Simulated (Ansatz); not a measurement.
Ansatz input file:

```yaml
crystal:
  lattice:
    - [-1.52536245, 1.52536245, 1.52536245]
    - [1.58820245, -1.58820245, 1.65104245]
    - [1.58820245, 1.65104245, -1.58820245]
  atoms:
    - { symbol: Mo, position: [0.0, 0.0, 0.0] }
basis:
  ecutwfc: 420
kpoints:
  mp_grid: { grid: [18, 18, 18] }
hamiltonian:
  xc: pbe
scf:
  occupations: { method: gaussian, width: 0.1 }
output:
  forces: true
  stress: true
  eigenvalues: true
  populations: true
  write_density: true
  write_potential: true
  elf: true
  volumetric_format: npy
```

Command:
```bash
ansatz run input.yaml --threads 1 --pin off --max-ram 1331MiB --backend cpu --events-out ev --progress --plain --runs-dir out
```

Level of theory: DFT PBE, scalar-relativistic, plane waves, PAW (Ansatz 0.2.0).

From the run's log, abridged:

```
Pseudopotentials: kind: paw
Pseudopotential: Mo, paw, valence charge 14, recommended cutoff 420 eV (normal)
Functional definition: PBE
Crystal: 1 atom, lattice volume = 16.005 Å³
Basis set: ecut = 420 eV, 321 PW (Γ), exchange–correlation on 36×40×40 points (8 copies of the dense FFT grid, shifted against one another)
Bands: 11, of which v1, the nominal top of the filled ones, is band 7 counted from 1 (6 counted from 0)
Symmetry: 12 space group operations
Space group: R-3m (ITA 166), of the structure as read, at distance tolerance 2.5e-5 Å
k-points: 580 of 5832
Initial density: superposition of atomic densities (neutral atoms: chi_scale 0, normalization atom), corrected by the library's trained network
Initial wavefunctions: pseudopotential atomic-orbital guess
Functional: x = pbe(κ = 0.804, μ = 0.21951497), c = pbe(β = 0.06672455)
SCF iter   1: F=—  HF=-4955.994633 eV  |F-HF|=—  |Δ(HF+E_count)|=         —  Δρ=2.54e-3  dr2=6.92e-4  ethr=1.77e-3  ⟨swp⟩=5.0  Hψ=37189  notcnv=0
SCF iter   2: F=—  HF=-4955.994504 eV  |F-HF|=—  |Δ(HF+E_count)|=   1.29e-4  Δρ=1.20e-3  dr2=8.88e-5  ethr=4.95e-6  ⟨swp⟩=2.8  Hψ=15078  notcnv=0
SCF iter   3: F=—  HF=-4955.994514 eV  |F-HF|=—  |Δ(HF+E_count)|=   1.02e-5  Δρ=3.47e-4  dr2=9.52e-6  ethr=6.35e-7  ⟨swp⟩=2.0  Hψ=10287  notcnv=0
SCF iter   4: F=-4955.994516 eV  HF=-4955.994516 eV  |F-HF|=1.27e-8  |Δ(HF+E_count)|=   2.17e-6  Δρ=4.40e-5  dr2=9.96e-8  ethr=6.80e-8  ⟨swp⟩=2.0  Hψ=7737  notcnv=0
SCF iter   5: F=-4955.994516 eV  HF=-4955.994516 eV  |F-HF|=1.41e-9  |Δ(HF+E_count)|=   2.94e-8  Δρ=6.89e-6  dr2=2.83e-9  ethr=7.12e-10  ⟨swp⟩=3.0  Hψ=10688  notcnv=0
SCF iter   6: F=-4955.994516 eV  HF=-4955.994516 eV  |F-HF|=2.36e-10  |Δ(HF+E_count)|=   2.15e-9  Δρ=2.35e-6  dr2=3.25e-10  ethr=2.02e-11  ⟨swp⟩=4.2  Hψ=31326  notcnv=0
SCF 1 converged in 6 iterations: F = -4955.994516 eV  dr2 = 3.25e-10
SCF converged after 6 iterations
Free energy (F): -4955.994516 eV
Harris-Foulkes:  -4955.994516 eV  (|F-HF|=2.36e-10)
Internal energy: -4955.992103 eV  (E = F + TS)
E sigma→0 (E₀):  -4955.993310 eV
Entropy (-TS):   -0.002414 eV (-2.414 meV/atom)
Fermi energy:    20.548934 eV
--- Per-component energies (eV) ---
  E_band       = -62.626363
  E_kinetic    = 440.134037
  E_local      = -802.505988  (includes V_loc(G=0)·N_el)
  E_nonlocal   = 142.525985
  E_hartree    = 264.879790
  E_xc         = -183.305192
  E_vxc        = -228.760010  (∫ρ·V_xc dr)
  E_paw        = -3201.143099  (= ΣΔE_a)
  E_vpaw       = -143.779588  (= ΣTr[D̂ρ^β])
  E_aug_tail   = 0.000041  (compensation charges beyond the density's cutoff)
  E_ewald      = -1616.577676
  E_smearing   = -0.002414  (= −TS)
--- Forces (eV/Å), atoms counted from 1 ---
  atom   1  Mo     0.00000000     0.00000000     0.00000000
--- Stress (GPa, compression-positive) ---
       -2.767865      -4.184195      -4.184195
       -4.184195      -2.767865       4.184195
       -4.184195       4.184195      -2.767865
  P = ⅓ Tr σ = -2.7679 GPa (-27.679 kbar)
--- Band table (eV; the first three rows and the last of 580) ---
  k-point 0: bands = ["-40.7577", "-14.1194", "-14.1194", "-13.9373", "13.3899", "18.5747", "19.4531", "19.4531", "22.2427", "22.2427", "34.5392"]
  k-point 1: bands = ["-40.7515", "-14.1579", "-14.1277", "-13.9407", "13.5181", "18.5355", "19.3887", "19.5678", "22.1737", "22.2548", "34.7876"]
  k-point 2: bands = ["-40.7336", "-14.2678", "-14.1524", "-13.9494", "13.8850", "18.4189", "19.2054", "19.9065", "22.0284", "22.2939", "35.4462"]
  k-point 579: bands = ["-40.3346", "-15.1646", "-14.8740", "-14.8740", "15.2700", "15.2700", "24.0305", "24.0305", "25.0307", "29.1959", "29.1959"]
--- Löwdin populations: 1 site ---
  site symbol q [e]
     0     Mo     13.9196
  spilling = 0.005746 (of n_electrons = 14.000000)
```

Self-consistency was reached.